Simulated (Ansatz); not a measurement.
## TiCo under changes of volume

One of the cells (13.313 Å³/atom); the others are scaled copies at fixed shape and fractional positions:

```
CELL_PARAMETERS angstrom
2.98611 0.00000 0.00000
0.00000 2.98611 0.00000
0.00000 0.00000 2.98611
ATOMIC_POSITIONS crystal
Co 0.50000 0.50000 0.50000
Ti 0.00000 0.00000 0.00000
```

The cell comes from a database or a generator and needn't be the stable form of this composition.

| Item | Value |
| --- | --- |
| Program | Ansatz 0.2.0 |
| Functional | PBE |
| Potentials or basis | all-electron LAPW, scalar-relativistic |
| Cutoff | 301 eV (chosen from the basis error) |
| Basis error allowed | 0.0005 eV/atom |
| k mesh | 9 × 9 × 9 |
| Occupations | fermi-dirac, width 0.05 eV |
| Spin | collinear spin, ferromagnetic start |
| Starting moments | [2.0, 1.0] μB |

```tsv
volume (Å³/atom)	energy over the lowest point (meV/atom)	pressure (GPa)	moment (μB per cell)
12.515	24.44	10.9	0.73
12.781	9.92	6.7	0.77
13.047	1.95	2.9	0.81
13.313	0.00	-0.5	0.83
13.580	?	?	?
13.846	11.97	-6.4	0.86
14.112	24.80	-8.9	0.87
```

**Question.** What does the run at 13.580 Å³/atom give?

**Answer.** Energy over the lowest point 3.52 meV/atom; pressure -3.6 GPa; moment 0.85 μB per cell.

Worked out: A Birch-Murnaghan fit of order 3 (a polynomial in V^(-2/3)) to the other rows has its minimum at 13.27 Å³/atom with B0 = V·E''(V) = 165 GPa and B' = 4.0. It gives 3.53 meV/atom at 13.580 Å³/atom, against the run's 3.52, and -dE/dV = -3.6 GPa, against -3.6. A parabola through the other rows of the moment, of slope 0.0588 μB per Å³/atom there, gives 0.85 μB, against the run's 0.85.

Energies are extrapolated to zero smearing.

The runs don't all hold the same shells in valence.
